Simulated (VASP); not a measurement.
## TaC: relaxation of the atoms with LDA

The system is TaC.

```xyz
2
Lattice="0.0000 2.2105 2.2105 2.2105 0.0000 2.2105 2.2105 2.2105 0.0000" Properties=species:S:1:pos:R:3 pbc="T T T"
Ta    0.0000    0.0000    0.0000
C     2.2105    2.2105    2.2105
```

| Item | Value |
| --- | --- |
| Program | VASP 6.6.1 |
| Task | relaxation of the atoms |
| Functional | LDA |
| Potentials or basis | VASP PAW LDA potentials, release 64 (Ta_pv, C) |
| Cutoff | 600 eV |
| k mesh | 14 × 14 × 14 |
| Occupations | methfessel-paxton, width 0.1 eV |
| Spin | no spin polarisation |
| Further INCAR settings | ALGO = Fast; EDIFF = 1e-07; IBRION = 2; EDIFFG = -0.01; NSW = 40 |

```json
{"Pressure after relaxing": "0.0 GPa", "Band gap on the k mesh": "none (metal or under the smearing width)"}
```

Final structure:
```yaml
crystal:
  lattice:
    - [0.00000, 2.21047, 2.21047]
    - [2.21047, 0.00000, 2.21047]
    - [2.21047, 2.21047, 0.00000]
  atoms:
    - { symbol: Ta, position: [0.00000, 0.00000, 0.00000] }
    - { symbol: C, position: [0.50000, 0.50000, 0.50000] }
```

Levels at points of the mesh, in eV from the Fermi level:
```csv
k point,band 6,band 7,band 8,band 9,band 10,band 11
"(0.00, 0.00, 0.00)",-1.50,-1.50,-0.55,-0.55,-0.55,0.57
"(0.50, 0.00, 0.00)",-5.69,-5.69,2.69,2.69,3.71,5.51
"(0.50, 0.50, 0.00)",-4.60,-1.79,-1.79,2.59,4.11,4.11
```

Run time: 27 s on 1 thread of Intel(R) Xeon(R) Platinum 8488C (Sapphire Rapids), on a shared host, peak memory 0.17 GiB.

Caveat: the relaxation stopped at its first step, so nothing moved. The run has no spin-orbit coupling, so splittings on Ta are missing.
